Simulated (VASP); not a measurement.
# In: molecular dynamics at constant energy

In, I4/mmm (no. 139), 16 atoms in the cell. PBE, molecular dynamics; PAW potentials In (PBE set).

Ensemble: NVE; Starting temperature (K): 1000.

## Input

INCAR:
```
ALGO = Fast
ANDERSEN_PROB = 0.0
EDIFF = 1E-6
ENCUT = 200
GGA = PE
IBRION = 0
ISIF = 2
ISMEAR = -1
ISYM = 0
KPAR = 2
LASPH = True
LCHARG = False
LREAL = Auto
LWAVE = False
MDALGO = 1
NELM = 60
NELMIN = 4
NSW = 60
POTIM = 4.0
PREC = Normal
RANDOM_SEED = 326859 0 0
SIGMA = 0.05
TEBEG = 1000
```

KPOINTS:
```
k-points
0
Monkhorst-Pack
  2 2 2
```

POSCAR:
```
In
1.0
    6.5018800000      0.0000000000      0.0000000000
    0.0000000000      6.5018800000      0.0000000000
    0.0000000000      0.0000000000      9.8948000000
In
16
Direct
    0.0000000000      0.0000000000      0.0000000000
    0.0000000000      0.0000000000      0.5000000000
    0.0000000000      0.5000000000      0.0000000000
    0.0000000000      0.5000000000      0.5000000000
    0.5000000000      0.0000000000      0.0000000000
    0.5000000000      0.0000000000      0.5000000000
    0.5000000000      0.5000000000      0.0000000000
    0.5000000000      0.5000000000      0.5000000000
    0.2500000000      0.2500000000      0.2500000000
    0.2500000000      0.2500000000      0.7500000000
    0.2500000000      0.7500000000      0.2500000000
    0.2500000000      0.7500000000      0.7500000000
    0.7500000000      0.2500000000      0.2500000000
    0.7500000000      0.2500000000      0.7500000000
    0.7500000000      0.7500000000      0.2500000000
    0.7500000000      0.7500000000      0.7500000000
```

Commands:
```
cat potpaw_PBE.64/In/POTCAR > POTCAR
mpirun -np 2 vasp_std > vasp.out
```

## Result

- Rise of the mean potential energy above the start (meV/atom): 61.8
- Mean temperature (K): 490
- Standard error of the mean temperature (K): 104
- Relative fluctuation of the kinetic energy: 0.450
- Canonical value of that fluctuation: 0.211
- Electronic steps per ionic step after the first: 4.1

Course of the run:

| Time (fs) | Temperature (K) | Potential energy less the first (meV/atom) |
|---|---|---|
| 4 | 1000 | 0.0 |
| 24 | 934 | 8.0 |
| 40 | 798 | 24.6 |
| 60 | 569 | 52.2 |
| 76 | 405 | 72.1 |
| 96 | 303 | 84.5 |
| 112 | 311 | 83.5 |
| 132 | 379 | 75.4 |
| 148 | 432 | 68.9 |
| 168 | 458 | 65.8 |
| 184 | 430 | 69.1 |
| 204 | 353 | 78.5 |
| 220 | 300 | 84.9 |
| 240 | 301 | 84.8 |

The mean temperature lies below the starting 1000 K, since the atoms start on their sites and part of their kinetic energy turns into potential energy.

REPORT:
```
MDALGO =   1
         ANDERSEN_PROB =  0.00000000
               SCALING =       0
                 CNEXP =     9.000   14.000
           RANDOM_SEED =            326859                0                0

   original number of atomic DOF:         45
   number of independent constraints:      0
   number of active DOF:                  45

========================================
         MD step No.       1
========================================

  Atomic velocities initialized by STEP_tb

  >Energies
                    E_tot             E_pot             E_kin               EPS                ES
   e_b>   -0.39237833E+02   -0.41176744E+02    0.19389110E+01    0.00000000E+00    0.00000000E+00

  >Temperature
               T_sim     T_inst
   tmprt>   1000.000   1000.000

  >Thermostat, num. of collisions:                0

           RANDOM_SEED =            326859              192                0

[... steps left out ...]

========================================
         MD step No.      60
========================================

  >Energies
                    E_tot             E_pot             E_kin               EPS                ES
   e_b>   -0.39236368E+02   -0.39819706E+02    0.58333801E+00    0.00000000E+00    0.00000000E+00

  >Temperature
               T_sim     T_inst
   tmprt>   1000.000    300.858

  >Thermostat, num. of collisions:                0

           RANDOM_SEED =            326859             5856                0
```

OSZICAR:
```
N       E                     dE             d eps       ncg     rms          rms(c)
DAV:   1     0.831370894261E+02    0.83137E+02   -0.81222E+03   264   0.498E+02
DAV:   2    -0.325127752668E+02   -0.11565E+03   -0.10987E+03   300   0.101E+02
DAV:   3    -0.414213315101E+02   -0.89086E+01   -0.84023E+01   352   0.276E+01
DAV:   4    -0.415977323490E+02   -0.17640E+00   -0.17545E+00   320   0.434E+00
DAV:   5    -0.416006207615E+02   -0.28884E-02   -0.28869E-02   344   0.585E-01    0.996E+00
RMM:   6    -0.413500312467E+02    0.25059E+00   -0.27434E-02   264   0.601E-01    0.578E+00
RMM:   7    -0.411755888929E+02    0.17444E+00   -0.10204E-01   264   0.113E+00    0.426E-01
RMM:   8    -0.411766336305E+02   -0.10447E-02   -0.16089E-02   264   0.507E-01    0.163E-01
RMM:   9    -0.411767299294E+02   -0.96299E-04   -0.23469E-03   265   0.182E-01    0.414E-02
RMM:  10    -0.411767535107E+02   -0.23581E-04   -0.36123E-04   267   0.807E-02    0.606E-02
RMM:  11    -0.411767349740E+02    0.18537E-04   -0.47459E-05   268   0.279E-02    0.331E-02
RMM:  12    -0.411767439652E+02   -0.89912E-05   -0.20232E-05   256   0.163E-02    0.244E-02
[... left out ...]
     58 T=   290. E= -.39236281E+02 F= -.39798416E+02 E0= -.39747329E+02  EK= 0.56214E+00 SP= 0.00E+00 SK= 0.00E+00
     59 T=   294. E= -.39236311E+02 F= -.39805799E+02 E0= -.39755156E+02  EK= 0.56949E+00 SP= 0.00E+00 SK= 0.00E+00
[... last step whole ...]
       N       E                     dE             d eps       ncg     rms          rms(c)
DAV:   1    -0.398196815124E+02   -0.13883E-01   -0.14083E-03   469   0.482E-01    0.243E-03
RMM:   2    -0.398197028126E+02   -0.21300E-04   -0.22385E-04   269   0.368E-02    0.199E-03
RMM:   3    -0.398197058265E+02   -0.30139E-05   -0.27187E-05   254   0.149E-02    0.204E-03
RMM:   4    -0.398197062794E+02   -0.45291E-06   -0.43765E-06   193   0.589E-03
     60 T=   301. E= -.39236368E+02 F= -.39819706E+02 E0= -.39769519E+02  EK= 0.58334E+00 SP= 0.00E+00 SK= 0.00E+00
```

Limits: 240 fs of 16 atoms are too short for converged averages.

VASP 6.6.1 took 383 s on 2 cores (Intel Xeon Platinum 8259CL @ 2.50GHz (Skylake/Cascade Lake)), a shared host.
